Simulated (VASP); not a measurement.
## A VASP 6.6.1 single-point calculation on InP

INCAR

```
LREAL = .FALSE.
LCHARG = .FALSE.
NELM = 73
EDIFF = 1E-7
LWAVE = .FALSE.
ISMEAR = -1
ISIF = 2
PREC = Accurate
ENCUT = 520
METAGGA = RTPSS
SIGMA = 0.02
IBRION = -1
NBANDS = 13
LASPH = .TRUE.
NSW = 0
```

KPOINTS

```
KPOINTS created by Atomic Simulation Environment
0
Gamma
8 8 8
0 0 0
```

POSCAR

```
In P
 1.0000000000000000
     0.0000000000000000    2.9537876347999998    2.9833255111999999
     2.9537876347999998    0.0000000000000000    2.9833255111999999
     2.9537876347999998    2.9537876347999998    0.0000000000000000
 In  P
   1   1
Cartesian
  0.0000000000000000  0.0000000000000000  0.0000000000000000
  1.4768938173999999  1.4768938173999999  1.4916627555999999
```

The recommended PBE PAW datasets give the neutral cell 18 valence electrons.

Command

```
mpirun -np 1 vasp_std
```

OSZICAR

```
N       E                     dE             d eps       ncg     rms          rms(c)
DAV:   1     0.120680466862E+03    0.12068E+03   -0.86767E+03  1534   0.152E+03
DAV:   2     0.878499634674E+01   -0.11190E+03   -0.10866E+03  1599   0.324E+02
DAV:   3     0.123372347473E+01   -0.75513E+01   -0.75067E+01  1964   0.943E+01
DAV:   4     0.105140328674E+01   -0.18232E+00   -0.18221E+00  1791   0.154E+01
DAV:   5     0.104345719173E+01   -0.79461E-02   -0.79457E-02  2204   0.299E+00    0.827E+00
DAV:   6     0.748629645740E+01    0.64428E+01   -0.13035E+01  1789   0.765E+01    0.350E+00
DAV:   7     0.767951243767E+01    0.19322E+00   -0.42491E-01  1833   0.728E+00    0.226E+00
DAV:   8     0.772888438607E+01    0.49372E-01   -0.33380E-01  1604   0.591E+00    0.109E+00
DAV:   9     0.772210941600E+01   -0.67750E-02   -0.18273E-02  2004   0.132E+00    0.712E-01
DAV:  10     0.772286686537E+01    0.75745E-03   -0.52520E-03  1614   0.563E-01    0.893E-02
DAV:  11     0.772277776043E+01   -0.89105E-04   -0.38911E-04  2020   0.244E-01    0.547E-02
DAV:  12     0.772272016901E+01   -0.57591E-04   -0.20719E-04  1644   0.172E-01    0.270E-02
DAV:  13     0.772271900275E+01   -0.11663E-05   -0.68819E-06  2111   0.335E-02    0.106E-02
DAV:  14     0.772271628379E+01   -0.27190E-05   -0.70180E-06  1869   0.413E-02    0.382E-03
DAV:  15     0.772271682606E+01    0.54227E-06   -0.70881E-07  1789   0.112E-02    0.219E-03
DAV:  16     0.772271689655E+01    0.70491E-07   -0.33942E-08  1362   0.163E-03
   1 F= 0.77227169E+01 E0= 0.77227169E+01  d E =-.638475E-09
```

From OUTCAR

```
k-points           NKPTS =     59   k-points in BZ     NKDIM =     59   number of bands    NBANDS=     13

   NELECT =      18.0000    total number of electrons

   dimension x,y,z NGX =    32 NGY =   32 NGZ =   32
   dimension x,y,z NGXF=    64 NGYF=   64 NGZF=   64

  energy-cutoff  :      520.00
  volume of cell :       52.06
      direct lattice vectors                 reciprocal lattice vectors
     0.000000000  2.953787635  2.983325511    -0.169274187  0.169274187  0.167598205
     2.953787635  0.000000000  2.983325511     0.169274187 -0.169274187  0.167598205
     2.953787635  2.953787635  0.000000000     0.169274187  0.169274187 -0.167598205

 k-points in reciprocal lattice and weights: KPOINTS created by Atomic Simulation Env
   0.00000000  0.00000000  0.00000000       0.002
   0.12500000  0.00000000  0.00000000       0.016
   0.25000000  0.00000000  0.00000000       0.016
   0.37500000  0.00000000  0.00000000       0.016
   0.50000000  0.00000000  0.00000000       0.008
   0.12500000  0.12500000  0.00000000       0.004
   0.25000000  0.12500000  0.00000000       0.016
   0.37500000  0.12500000  0.00000000       0.016
   ...

 E-fermi :   5.1174

 k-point     1 :       0.0000    0.0000    0.0000
  band No.  band energies     occupation
      1      -9.3809      2.00000
      2      -9.3766      2.00000
      3      -9.3766      2.00000
      4      -9.2332      2.00000
      5      -9.2321      2.00000
      6      -6.7286      2.00000
      7       4.7523      2.00000
      8       4.7972      2.00000
      9       4.7972      2.00000
     10       5.4209      0.00000
     11       8.9929      0.00000
     12       8.9929      0.00000
     13       9.0100      0.00000

 k-point     2 :       0.1250    0.0000    0.0000
  band No.  band energies     occupation
      1      -9.3967      2.00000
      2      -9.3722      2.00000
      3      -9.3696      2.00000
      4      -9.2332      2.00000
      5      -9.2316      2.00000
      6      -6.5552      2.00000
      7       3.2433      2.00000
      8       4.5871      2.00000
      9       4.6229      2.00000
     10       6.4016      0.00000
     11       9.0903      0.00000
     12       9.2651      0.00000
     13       9.2746      0.00000

 k-point     3 :       0.2500    0.0000    0.0000
  band No.  band energies     occupation
      1      -9.4388      2.00000
      2      -9.3573      2.00000
      3      -9.3547      2.00000
      4      -9.2313      2.00000
      5      -9.2286      2.00000
      6      -6.0733      2.00000
      7       1.3784      2.00000
      8       4.2245      2.00000
      9       4.2729      2.00000
     10       6.5786      0.00000
     11       9.6580      0.00000
     12       9.6877      0.00000
     13      10.0880      0.00000

 k-point     4 :       0.3750    0.0000    0.0000
  band No.  band energies     occupation
      1      -9.4787      2.00000
      2      -9.3458      2.00000
      3      -9.3433      2.00000
      4      -9.2257      2.00000
      5      -9.2221      2.00000
      6      -5.4369      2.00000
      7      -0.1674      2.00000
      8       3.9270      2.00000
      9       3.9862      2.00000
     10       6.3791      0.00000
     11       9.6974      0.00000
     12       9.7563      0.00000
     13      11.3589      0.00000

 ...

  Total       -0.0631036     -0.0631036     -0.1905772      0.0000000      0.0000000      0.0000000
  in kB       -1.9421185     -1.9421185     -5.8653276      0.0000000      0.0000000      0.0000000
  external PRESSURE =      -3.2498549 kB  Pullay stress =       0.0000000 kB

 POSITION                                       TOTAL-FORCE (eV/Angst)
 -----------------------------------------------------------------------------------
      0.00000      0.00000      0.00000         0.000000      0.000000     -0.000000
      1.47689      1.47689      1.49166        -0.000000     -0.000000      0.000000
 -----------------------------------------------------------------------------------
    total drift:                                0.000000      0.000000      0.000001

  FREE ENERGIE OF THE ION-ELECTRON SYSTEM (eV)
  ---------------------------------------------------
  free  energy   TOTEN  =         7.7227168966 eV

  energy  without entropy=        7.7227168972  energy(sigma->0) =        7.72271690
```

It converged. Results: gap between bands v and c on the k mesh 0.62 eV; least direct gap on the k mesh 0.62 eV; pressure -0.3 GPa. Band v is the last that the valence electrons fill when counted band by band, and c is the next.

For comparison, a separate PBE run of the intended cell, on usual settings and not on those above, gives a gap of 0.51 eV on its mesh and a pressure of 0.9 GPa.

The run above took about 87 s on one core of a shared host (Intel Xeon Platinum 8488C) and held 0.21 GiB at most.
